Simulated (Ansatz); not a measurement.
## BN (P6_3mc), one atom moved over a plane

Method: DFT PBE, scalar-relativistic, plane waves, PAW in Ansatz 0.2.0. Cutoff 420 eV, Γ-centred 12×12×6 k-points, Gaussian smearing of 0.05 eV. No spin polarisation. Energies are free energies at this smearing, counted from the undisturbed cell; pressure is positive in compression.

Reference structure (relaxed at this level; this wurtzite form isn't the usual structure):

```
CELL_PARAMETERS angstrom
2.55458 0.00000 0.00000
-1.27729 2.21233 0.00000
0.00000 0.00000 4.22451
ATOMIC_POSITIONS crystal
B 0.66667 0.33333 0.99981
B 0.33333 0.66667 0.49981
N 0.66667 0.33333 0.62519
N 0.33333 0.66667 0.12519
```

Atom 3 (N) is moved by p along (1.000, 0.000, 0.000) and q along (0.000, 0.000, 1.000) (Å), all else fixed. Points are written (p, q).

Energy above the undisturbed cell in eV/cell (a dash: not computed):

```
 p \ q  -0.450  -0.225  0.000  0.225  0.450
-0.450    7.32    4.61   2.56   2.34   5.20
-0.225    3.81    1.70   0.63   1.42   5.67
 0.000    2.73    0.79   0.00   1.14   5.97
 0.225    3.81    1.70   0.63   1.42   5.67
 0.450    7.32    4.61   2.56   2.34   5.20
```

Pressure in GPa:

```
 p \ q  -0.450  -0.225  0.000  0.225  0.450
-0.450    83.6    56.3   32.1   25.1   51.6
-0.225    39.9    19.9    7.7   14.1   57.9
 0.000    26.5     8.6    0.0   10.9   61.3
 0.225    39.9    19.9    7.7   14.1   57.9
 0.450    83.6    56.3   32.1   25.1   51.6
```

Gap on the k-mesh in eV:

| p \ q | -0.450 | -0.225 | 0.000 | 0.225 | 0.450 |
| --- | --- | --- | --- | --- | --- |
| -0.450 | 1.71 | 2.67 | 2.77 | 2.14 | 0.26 |
| -0.225 | 2.35 | 4.24 | 4.31 | 2.72 | 0.87 |
| 0.000 | 2.78 | 4.96 | 5.23 | 3.16 | 1.08 |
| 0.225 | 2.35 | 4.24 | 4.31 | 2.72 | 0.87 |
| 0.450 | 1.71 | 2.67 | 2.77 | 2.14 | 0.26 |

Cost: 15 runs of about 3.2 core-minutes in all, on Intel Xeon Platinum 8259CL (Skylake/Cascade Lake) (shared hosts).